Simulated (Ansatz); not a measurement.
# FeO (Wuestite): the cost of one run

Method: DFT PBE+U (U_eff = 4 eV on Fe 3d), scalar-relativistic, plane waves, PAW, in Ansatz 0.2.0.

The COD entry's cell or inner coordinates are ideal or old and differ from later refinements, so a difference from it is no clean test against experiment.

**1. The starting structure**

It takes space group Fm-3m (No. 225, cubic). Conventional cell: a = 4.311 Å, b = 4.311 Å, c = 4.311 Å, α = 90.00°, β = 90.00°, γ = 90.00°. Around Fe (site symmetry m-3m) lie 6 O at 2.16 Å. Around O (site symmetry m-3m) lie 6 Fe at 2.16 Å.

Structure file:

```
Fe O
1.0
     0.00000    2.15540    2.15540
     2.15540    0.00000    2.15540
     2.15540    2.15540    0.00000
Fe O
1 1
Direct
  0.00000 0.00000 0.00000
  0.50000 0.50000 0.50000
```

Starting moments: Fe 4.00 μB.

**2. First run, at the start cell**

File input.yaml:

```yaml
crystal:
  lattice:
    - [0.0, 2.1554, 2.1554]
    - [2.1554, 0.0, 2.1554]
    - [2.1554, 2.1554, 0.0]
  atoms:
    - { symbol: Fe, position: [0.0, 0.0, 0.0], spin: 4.0 }
    - { symbol: O, position: [0.5, 0.5, 0.5] }
basis:
  ecutwfc: 420
  ecutrho_ratio: 4
kpoints:
  mp_grid: { grid: [6, 6, 6] }
hamiltonian:
  xc: pbe
  hubbard: { sites: [{ species: Fe, l: d, u_eff: 4.0 }] }
scf:
  occupations: { method: gaussian, width: 0.05 }
output:
  forces: true
  stress: true
  eigenvalues: true
  populations: true
  hubbard: { sites: [{ species: Fe, l: d }] }
magnetization:
  spin_polarized: true
```

Started as:

```console
$ ansatz run input.yaml --threads 1 --pin off --max-ram 2560MiB --backend cpu --events-out ev --progress --plain --runs-dir out
```

Q: Estimate wall time and peak memory on 1 thread of Intel Xeon Platinum 8488C (Sapphire Rapids), shared host.

About 17 s, with a peak of 0.5 GiB.
